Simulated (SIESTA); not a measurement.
Crystal: Hg, a slab with vacuum.

```
CELL_PARAMETERS angstrom
3.46181 0.00000 0.00000
-1.73090 2.99802 0.00000
0.00000 0.00000 25.97510
ATOMIC_POSITIONS crystal
Hg 0.33333 0.66667 0.28874
Hg 0.66667 0.33333 0.39437
Hg 0.33333 0.66667 0.50000
Hg 0.66667 0.33333 0.60563
Hg 0.33333 0.66667 0.71126
```

The slab is cut from a database's or a generator's crystal, which needn't be the stable form of the element.

Base run:

* Program: SIESTA 5.4.2
* Functional: optB88-vdW
* Potentials or basis: PseudoDojo 0.4 standard (PBE files)
* Basis: DZP (energy shift 0.003 Ry; two zetas on semicore shells)
* Grid cutoff: 800 Ry
* Energy shift: 0.003 Ry
* k mesh: 9 × 9 × 1
* Occupations: fermi-dirac, width 0.05 eV
* Spin: no spin polarisation

Its results: band gap on the k mesh 0.59 eV, indirect (least direct gap 1.19 eV); largest force 0.076 eV/Å.

Question: The run is repeated on the same cell with these changes: functional from optB88-vdW to VV10. What comes out?

Answer: Band gap on the k mesh 0.42 eV, indirect (least direct gap 1.04 eV); largest force 0.115 eV/Å.

Caveats: the valence orbitals were made in a potential fitted to the semicore shell under them, which widens gaps by tenths of an eV or more; the potentials were made for another functional, which shifts forces and pressure; spin-orbit coupling is left out, which moves the levels of the heavy elements; the basis of atomic orbitals isn't converged, which shifts pressures, moduli and gaps; the non-local part is tabulated coarsely and may be off by about a percent (some runs).

A k mesh can miss the band edges.

Not every run made on this cell is shown here.
